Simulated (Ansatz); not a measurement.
# BN (P1) in Ansatz: notebook

One crystal, BN, is run at these levels: HSE06, PBE0; tasks: band structure.

Program: Ansatz 0.2.0. These are calculated values, not measurements. Logs are shortened: lines on timing, memory, paths and dates and some standing lists are left out, and cuts for length are marked.

### 1 Starting point

The typed cell holds 2 atoms: a = 2.508 Å, b = 2.508 Å, c = 3.274 Å, α = 101.11°, β = 101.11°, γ = 119.81°.

The cell comes from a database or a generator and needn't be the stable form of this composition.

### 2 Band structure, HSE06

input reads:

```
crystal:
  lattice:
    - [2.5080409239, 0.0, 0.0]
    - [-1.2467107647, 2.1762310413, 0.0]
    - [-0.6306650796, -1.0881155206, 3.02254]
  atoms:
    - { symbol: "N", position: [0.668506, 0.332385, 0.984999] }
    - { symbol: B, position: [0.979643, 0.983499, 0.001806] }
hamiltonian:
  xc: hse06
  pseudopotentials: { kind: paw }
kpoints:
  mp_grid: { grid: [10, 10, 6] }
  band_path:
    path:
      - [[0.0, 0.0, 0.0], [0.5, -0.5, 0.0], [0.5, -0.5, -0.5], [0.0, 0.0, -0.5], [0.0, 0.0, 0.0], [0.3772664522, 0.3772664522, -0.3772664522], [0.7093019284, -0.2906980716, -0.2093019284], [0.5, -0.5, 0.0]]
      - [[0.5, -0.5, -0.5], [0.6227335478, -0.3772664522, -0.6227335478]]
      - [[0.3772664522, 0.3772664522, -0.3772664522], [0.2906980716, 0.2906980716, -0.7906980716], [0.0, 0.0, -0.5]]
      - [[0.5, 0.0, -0.5], [0.0, 0.0, 0.0]]
    npoints: 4
scf:
  occupations: { method: fermi_dirac, width: 0.05 }
  n_extra_bands: 6
output:
  forces: true
  stress: true
  eigenvalues: true
  fatbands: false
```

Potentials or basis: Ansatz PAW.

Log:

```text
Warning: output.stress: scf.convergence.dr2_threshold = 1e-7 eV (the SCF's general default) is looser than the 2e-10 eV advised for a printed stress (1e-10 eV for each atom of the cell: 2). What an SCF threshold leaves in a stress goes as its square root, and in the free energy as the threshold itself, and one threshold admits the most on a small cell: of the crystals measured, under no hybrid functional and no lock of the moments, on runs that ended without the residual-converged pass, on stresses that held no estimate of that error, the worst erred by over 100 MPa in a component at 1e-7 eV an atom and by under 5 at 1e-10. Set scf.convergence.dr2_threshold to 2e-10 eV or tighter. The threshold is an SCF's pass mark: one that does not reach it within its budget of iterations ends unconverged, or closes short of it on a stop that the run arms, and scf.convergence.dr2_threshold's page says what that costs each kind of run
Warning: output.stress: scf.exx.energy_threshold = 1e-6 eV is looser than the 2e-8 eV advised for a stress under a hybrid functional (1e-8 eV for each atom of the cell: 2). Every SCF of the exchange loop can meet its threshold on dr2 while the loop round them stops early: no threshold on dr2 bounds what that leaves in the stress. Set scf.exx.energy_threshold to 2e-8 eV or tighter. The threshold is the loop's pass mark: a loop that does not reach it within its budget of cycles ends unconverged, and scf.exx.energy_threshold's page has the law
scf.n_extra_bands = 6 over 4 filled bands (N_el = 8.0): the run solves 10 bands
GPUs: using 1 of 1 available (devices: 1).
Engine: ansatz 0.2.0, x86_64-unknown-linux-gnu
Pseudopotentials: kind: paw
Pseudopotential: N, paw, valence charge 5, recommended cutoff 420 eV (normal), N.paw.azcp
Pseudopotential: B, paw, valence charge 3, recommended cutoff 420 eV (normal), B.paw.azcp
Functional definition: HSE06
  parameter a = 0.25
  parameter omega = 0.11/bohr
  exchange = pbe_x - a*pbe_x_sr(omega) + a*exact_x_sr(omega)
  correlation = pbe_c
device memory: the entry about to start is reckoned to put 0.6 GiB on a device that reports 57.0 GiB free (of which the cap on the GPU budget leaves the run 18.0 GiB)
GPU FFT provider: cuFFT
GPU libraries: cuBLAS 13.8.2, cuFFT 12.4.0, cuSOLVER 12.3.4
Crystal: 2 atoms, lattice volume = 16.497 Å³
Basis set: ecut = 420 eV, 321 PW (Γ), exchange–correlation on 36×36×48 points (8 copies of the dense FFT grid, shifted against one another)
Bands: 10, of which v1, the nominal top of the filled ones, is band 4 counted from 1 (3 counted from 0)
Symmetry: 1 space group operations
Space group: P1 (ITA 1), of the structure as read, at distance tolerance 2.5e-5 Å
k-points: 304 of 600 (time reversal used)
Non-local potential: N, projectors of the file, l = 0: 2, l = 1: 2, l = 2: 1
Non-local potential: B, projectors of the file, l = 0: 2, l = 1: 2, l = 2: 1
PAW form: soft (Blöchl's): semilocal exchange-correlation on the pseudo side does not see the compensation charge
PAW frozen core: N, regenerated for the run's functional, and the local potential with it (the file was generated under x = pbe(κ = 0.804, μ = 0.2195149727645171), c = pbe(β = 0.06672455060314922))
PAW frozen core: B, regenerated for the run's functional, and the local potential with it (the file was generated under x = pbe(κ = 0.804, μ = 0.2195149727645171), c = pbe(β = 0.06672455060314922))
PAW one-centre angular grid: N, 110 points (default); XC on 64 Gauss nodes
PAW one-centre angular grid: B, 110 points (default); XC on 64 Gauss nodes
Initial density: superposition of atomic densities (neutral atoms: chi_scale 0, normalization atom), corrected by the library's trained network
Initial wavefunctions: pseudopotential atomic-orbital guess
GPU buffer pool allocated for 7776 grid points (all kernels)
GPU transforms: local potential and band sums: pruned to the plane-wave sphere, on 18×18×24
Functional: x = pbe(κ = 0.804, μ = 0.2195149727645171), c = pbe(β = 0.06672455060314922), warm-up for x = pbe(κ = 0.804, μ = 0.2195149727645171) + 0.25 (exact − pbe) at short range (hse, ω = 0.20786987370883472 Å⁻¹), c = pbe(β = 0.06672455060314922); HSE06 as pw.x's `hse` composes it (authors' and Libxc's form: `xc: wpbeh`)
SCF iter   1: F=—  HF=-542.232599 eV  |F-HF|=—  |Δ(HF+E_count)|=         —  Δρ=2.00e-3  dr2=2.55e-4  ethr=1.77e-3  ⟨swp⟩=2.0  Hψ=21155  notcnv=0
preconditioner: auto → none  [insulator: Δε(μ)=2.855 eV  Ē_g=21.746 eV  σ=0.050 eV  W_gap=1.00  n_scr=2 (ndim 8)  ℏωp=25.9 eV  f_vac=0.000  D(μ)=0.00/eV (n_scr^D=0)]
SCF iter   2: F=-542.233378 eV  HF=-542.233162 eV  |F-HF|=2.16e-4  |Δ(HF+E_count)|=   5.63e-4  Δρ=9.77e-4  dr2=4.83e-5  ethr=3.19e-6  ⟨swp⟩=3.0  Hψ=4865  notcnv=0  defer=35
SCF 1 stopped early in 2 iterations: F = -542.233378 eV  dr2 = 4.83e-5
device memory: the entry about to start is reckoned to put 1.3 GiB on a device that reports 57.0 GiB free (of which the cap on the GPU budget leaves the run 18.0 GiB)
GPU FFT provider: cuFFT
GPU libraries: cuBLAS 13.8.2, cuFFT 12.4.0, cuSOLVER 12.3.4
Initial density: handed on by an earlier stage of this run
Initial wavefunctions: those handed on with the density
GPU buffer pool allocated for 7776 grid points (all kernels)
GPU transforms: local potential and band sums: pruned to the plane-wave sphere, on 18×18×24
Functional: x = pbe(κ = 0.804, μ = 0.2195149727645171) + 0.25 (exact − pbe) at short range (hse, ω = 0.20786987370883472 Å⁻¹), c = pbe(β = 0.06672455060314922); HSE06 as pw.x's `hse` composes it (authors' and Libxc's form: `xc: wpbeh`)
Exchange kernel: α = 0.2500, screened, ω = 0.2079 Å⁻¹, Wigner–Seitz truncation, v(0) = 1046.1887 eV·Å³, q-mesh 10×10×6, nearest image of the exchange supercell L = 19.64 Å, pair-density grid 12×12×15, without the augmentation charges, whose exchange is taken in its separable form by FFT convolution over the k-point mesh (sized by the pseudopotential files, 15×15×24 at the most), smooth part of the exact exchange by density-matrix convolution in up to 2.41 GiB of GPU memory as planned if the GPU has room (build and FFT work areas not counted)
Frozen-core exchange: fock
SCF iter   1: F=—  HF=-542.344714 eV  |F-HF|=—  |Δ(HF+E_count)|=         —  Δρ=8.33e-3  dr2=7.32e-3  ethr=6.04e-6  ⟨swp⟩=6.1  Hψ=14160  notcnv=0
preconditioner: auto → none  [insulator: Δε(μ)=4.000 eV  Ē_g=24.265 eV  σ=0.050 eV  W_gap=1.00  n_scr=2 (ndim 8)  ℏωp=25.9 eV  f_vac=0.000  D(μ)=0.00/eV (n_scr^D=0)]
SCF iter   2: F=—  HF=-542.342296 eV  |F-HF|=—  |Δ(HF+E_count)|=   2.42e-3  Δρ=3.94e-3  dr2=1.31e-3  ethr=6.04e-6  ⟨swp⟩=3.0  Hψ=7615  notcnv=0
SCF iter   3: F=—  HF=-542.345117 eV  |F-HF|=—  |Δ(HF+E_count)|=   2.82e-3  Δρ=1.94e-3  dr2=5.60e-4  ethr=6.04e-6  ⟨swp⟩=3.1  Hψ=4897  notcnv=0  defer=49
iter 4 solved again at ethr=1.09e-7 eV; its pass at ethr=6.04e-6 eV (dr2=8.71e-6 eV) is discarded
SCF iter   4: F=—  HF=-542.344948 eV  |F-HF|=—  |Δ(HF+E_count)|=   1.70e-4  Δρ=2.91e-4  dr2=1.75e-5  ethr=1.09e-7  ⟨swp⟩=3.0  Hψ=10997  notcnv=0
SCF iter   5: F=—  HF=-542.344990 eV  |F-HF|=—  |Δ(HF+E_count)|=   4.27e-5  Δρ=2.53e-4  dr2=8.75e-6  ethr=1.09e-7  ⟨swp⟩=3.0  Hψ=4740  notcnv=0  defer=5
SCF iter   6: F=-542.344988 eV  HF=-542.344988 eV  |F-HF|=7.69e-8  |Δ(HF+E_count)|=   2.20e-6  Δρ=4.38e-5  dr2=7.11e-7  ethr=9.63e-8  ⟨swp⟩=2.2  Hψ=4384  notcnv=0  defer=7
SCF 2 stopped early in 6 iterations: F = -542.344988 eV  dr2 = 7.11e-7
  Residual-converged pass: ⟨swp⟩=3.9  Hψ=5868  notcnv=0  max |occ|·‖R‖ = 6.6e-6 eV (tolerance 6.7e-6 eV)  dr2=7.01e-7  dr2_onsite=9.77e-9  max |Δocc| = 2.4e-26
hybrid outer 1: dexx = +3.157e-3 eV, tail = 6.60e-6 eV
GPU FFT provider: cuFFT
GPU libraries: cuBLAS 13.8.2, cuFFT 12.4.0, cuSOLVER 12.3.4
GPU buffer pool allocated for 7776 grid points (all kernels)
GPU transforms: local potential and band sums: pruned to the plane-wave sphere, on 18×18×24
Exchange kernel: α = 0.2500, screened, ω = 0.2079 Å⁻¹, Wigner–Seitz truncation, v(0) = 1046.1887 eV·Å³, q-mesh 10×10×6, nearest image of the exchange supercell L = 19.64 Å, pair-density grid 12×12×15, without the augmentation charges, whose exchange is taken in its separable form by FFT convolution over the k-point mesh (sized by the pseudopotential files, 15×15×24 at the most), smooth part of the exact exchange by density-matrix convolution in up to 2.41 GiB of GPU memory as planned if the GPU has room (build and FFT work areas not counted)
Frozen-core exchange: fock
SCF iter   1: F=—  HF=-542.345032 eV  |F-HF|=—  |Δ(HF+E_count)|=         —  Δρ=5.36e-5  dr2=3.31e-7  ethr=4.13e-7  ⟨swp⟩=4.6  Hψ=8039  notcnv=0
preconditioner: auto → none  [insulator: Δε(μ)=4.010 eV  Ē_g=24.264 eV  σ=0.050 eV  W_gap=1.00  n_scr=2 (ndim 8)  ℏωp=25.9 eV  f_vac=0.000  D(μ)=0.00/eV (n_scr^D=0)]
SCF iter   2: F=—  HF=-542.345032 eV  |F-HF|=—  |Δ(HF+E_count)|=   8.79e-8  Δρ=1.20e-5  dr2=1.91e-8  ethr=3.85e-9  ⟨swp⟩=2.9  Hψ=4921  notcnv=0
SCF iter   3: F=-542.345032 eV  HF=-542.345032 eV  |F-HF|=1.02e-9  |Δ(HF+E_count)|=   5.79e-8  Δρ=4.51e-6  dr2=1.68e-9  ethr=6.64e-11  ⟨swp⟩=4.5  Hψ=7749  notcnv=0  defer=56
SCF 3 converged in 3 iterations: F = -542.345032 eV  dr2 = 1.68e-9
  Residual-converged pass: ⟨swp⟩=3.0  Hψ=5337  notcnv=0  max |occ|·‖R‖ = 7.1e-7 eV (tolerance 7.2e-7 eV)  dr2=1.68e-9  dr2_onsite=1.84e-10  max |Δocc| = 1.5e-26
hybrid outer 2: dexx = +8.336e-8 eV, tail = 5.32e-9 eV, Δε = 2.18e-3 eV (about 7.14e-5 eV left of the loop's levels), ΔF = 1.16e-3 eV/Å (tail 2.32e-4)
device memory: the entry about to start is reckoned to put 0.3 GiB on a device that reports 56.9 GiB free (of which the cap on the GPU budget leaves the run 18.0 GiB)
NSCF: frozen V_eff on 48 k-points, pencils in batches of 32, up to order 48
hybrid SCF converged: 2 outer / 9 inner (+2 warm-up), last move |dexx| = 8.34e-8 eV, tail = 5.32e-9 eV
Stability not checked: this state was not tested for a lower state beside it, because the functional holds exact exchange (a hybrid, or Hartree-Fock), whose exchange loop this test does not read (fock_operator; see scf.lower_state_search)
Free energy (F): -542.345032 eV
Frozen-core exchange: fock
Harris-Foulkes:  -542.345032 eV  (|F-HF|=1.02e-9)
Internal energy: -542.345032 eV  (E = F + TS)
E sigma→0 (E₀):  -542.345032 eV
Fermi energy:    7.366866 eV
--- Per-component energies (eV) ---
  E_band       = -23.357142
  E_kinetic    = 183.511593
  E_local      = -300.836962  (includes V_loc(G=0)·N_el)
  E_nonlocal   = 56.889713
  E_hartree    = 93.467889
  E_xc         = -74.670640
  E_vxc        = -91.760957  (∫ρ·V_xc dr)
  E_exx        = -19.379230  (= α·E_x^exact, valence–valence)
  E_paw        = -205.116042  (= ΣΔE_a)
  E_vpaw       = -19.337833  (= ΣTr[D̂ρ^β])
  E_aug_tail   = 0.000099  (compensation charges beyond the density's cutoff)
  E_ewald      = -276.176749
  E_core_change = -0.034703  (= ΣΔE_core)
  E_smearing   = -0.000000  (= −TS)
  E_closure    = -0.000000  (closes the sum)
  Σ components = -542.345032   (vs F -542.345032, Δ=1.14e-13)
--- Forces (eV/Å), atoms counted from 1 ---
  atom   1  N     -1.71101600    -2.13573477     0.64264726
  atom   2  B      1.71099743     2.13572095    -0.64264333
  max |Σ_I F_I| component: 1.86e-5 eV/Å
--- Stress (GPa, compression-positive) ---
      -10.390409      -4.727954       0.576341
       -4.727857       1.027370       1.202797
        0.576338       1.202799       7.659493
  P = ⅓ Tr σ = -0.5678 GPa (-5.678 kbar)
--- Band table (eV; the first three rows and the last of 304) ---
  k-point 0: bands = ["-14.7767", "1.1661", "2.5158", "4.2910", "12.0201", "17.2422", "19.3786", "20.4327", "22.0047", "32.3812"]
  k-point 1: bands = ["-14.6370", "0.0911", "2.5102", "4.2794", "13.6138", "17.1782", "19.3807", "20.2621", "22.4520", "31.9464"]
  k-point 2: bands = ["-14.3340", "-1.6117", "2.4985", "4.2534", "16.4224", "17.0962", "19.3685", "19.9129", "23.8482", "31.4468"]
  k-point 303: bands = ["-10.9998", "-4.5853", "0.4228", "2.9381", "9.3465", "15.9720", "22.6117", "27.2484", "28.7945", "30.1098"]
```

Wall time 98 s (1 × NVIDIA H100 80GB HBM3 with 2 threads of AMD EPYC 7R13 (Zen 3), shared host); peak memory 2.3 GiB.

What came out:

```
Free energy             : -542.3450 eV
Pressure                : -0.6 GPa
Largest force           : 2.811 eV/Å
Band gap on the k mesh  : 4.01 eV, indirect (least direct gap 6.00 eV)
Band gap along the path : 3.93 eV, indirect (least direct gap 5.97 eV)
```

Forces on the atoms (eV/Å):
```
N   -1.711 -2.136  0.643
B    1.711  2.136 -0.643
```

Stress tensor (GPa, compression positive):
```
-10.39  -4.73   0.58
 -4.73   1.03   1.20
  0.58   1.20   7.66
```

Levels at the corners of the path, in eV from the valence-band top:
```tsv
point	band 2	band 3	band 4	band 5	band 6	band 7
Γ	-4.25	-2.90	-1.13	6.60	11.82	13.96
Y	-10.57	-4.84	-0.25	7.68	10.45	13.88
T	-10.01	-5.00	-2.48	3.93	10.55	17.19
Z	-7.76	-2.93	-1.18	11.51	12.54	13.93
Γ	-4.25	-2.90	-1.13	6.60	11.82	13.96
X	-9.32	-7.61	-1.52	4.56	14.16	14.50
A1	-9.18	-8.03	-1.40	6.74	14.16	16.26
Y	-10.57	-4.84	-0.25	7.68	10.45	13.88
T	-10.01	-5.00	-2.48	3.93	10.55	17.19
X1	-9.32	-7.61	-1.52	4.56	14.16	14.50
X	-9.32	-7.61	-1.52	4.56	14.16	14.50
A	-9.18	-8.03	-1.40	6.74	14.16	16.26
Z	-7.76	-2.93	-1.18	11.51	12.54	13.93
L	-10.10	-5.49	-1.72	5.80	10.96	15.49
Γ	-4.25	-2.90	-1.13	6.60	11.82	13.96
```

Caveat: the k mesh misses the band edges, so the gap on the mesh is wider than the one along the path; the pressure holds a Pulay correction of +0.5 GPa for the finite cutoff; the PAW data sets come from PBE, with cores solved anew for the run's functional, which leaves a small shift of forces and pressure; forces of over 1 eV/Å show positions far from the minimum, so gaps and moduli don't describe the material at rest; the thresholds are loose for stress.

### 3 Band structure, PBE0

Edit input of step 2 so:

```diff
@@ -9,6 +9,6 @@
 hamiltonian:
-  xc: hse06
+  xc: pbe0
   pseudopotentials: { kind: paw }
 kpoints:
-  mp_grid: { grid: [10, 10, 6] }
+  mp_grid: { grid: [8, 8, 6] }
   band_path:
```

Potentials or basis: Ansatz PAW.

It took 3 min on 1 × NVIDIA H100 80GB HBM3 with 2 threads of AMD EPYC 7R13 (Zen 3), shared host; peak memory 2 GiB.

The run converged. Its results:

| Item | Value |
| --- | --- |
| Free energy | -542.4588 eV |
| Pressure | -0.6 GPa |
| Largest force | 2.812 eV/Å |
| Band gap on the k mesh | 4.70 eV, indirect (least direct gap 6.64 eV) |
| Band gap along the path | 4.66 eV, indirect (least direct gap 6.72 eV) |

Forces on the atoms (eV/Å):
```
N   -1.712 -2.136  0.643
B    1.712  2.136 -0.643
```

Stress tensor (GPa, compression positive):
```
-10.39  -4.71   0.58
 -4.71   1.01   1.20
  0.58   1.20   7.46
```

Levels at the corners of the path, in eV from the valence-band top:
```tsv
point	band 1	band 2	band 3	band 4	band 5	band 6	band 7	band 8
Γ	-20.24	-4.27	-2.92	-1.14	7.32	12.59	14.73	15.80
Y	-16.81	-10.61	-4.86	-0.25	8.45	11.22	14.61	16.74
T	-16.46	-10.04	-5.02	-2.50	4.66	11.33	17.94	22.62
Z	-19.63	-7.82	-2.95	-1.19	12.28	13.31	14.71	14.94
Γ	-20.24	-4.27	-2.92	-1.14	7.32	12.59	14.73	15.80
X	-16.04	-9.36	-7.65	-1.52	5.30	14.93	15.25	20.51
A1	-16.18	-9.22	-8.06	-1.42	7.50	14.92	17.02	17.18
Y	-16.81	-10.61	-4.86	-0.25	8.45	11.22	14.61	16.74
T	-16.46	-10.04	-5.02	-2.50	4.66	11.33	17.94	22.62
X1	-16.04	-9.36	-7.65	-1.52	5.30	14.93	15.25	20.51
X	-16.04	-9.36	-7.65	-1.52	5.30	14.93	15.25	20.51
A	-16.18	-9.22	-8.06	-1.42	7.50	14.92	17.02	17.18
Z	-19.63	-7.82	-2.95	-1.19	12.28	13.31	14.71	14.94
L	-16.55	-10.14	-5.52	-1.73	6.55	11.74	16.24	19.82
Γ	-20.24	-4.27	-2.92	-1.14	7.32	12.59	14.73	15.80
```

Caveat: the pressure holds a Pulay correction of +0.5 GPa for the finite cutoff; the PAW data sets come from PBE, with cores solved anew for the run's functional, which leaves a small shift of forces and pressure; forces of over 1 eV/Å show positions far from the minimum, so gaps and moduli don't describe the material at rest; the thresholds are loose for stress.
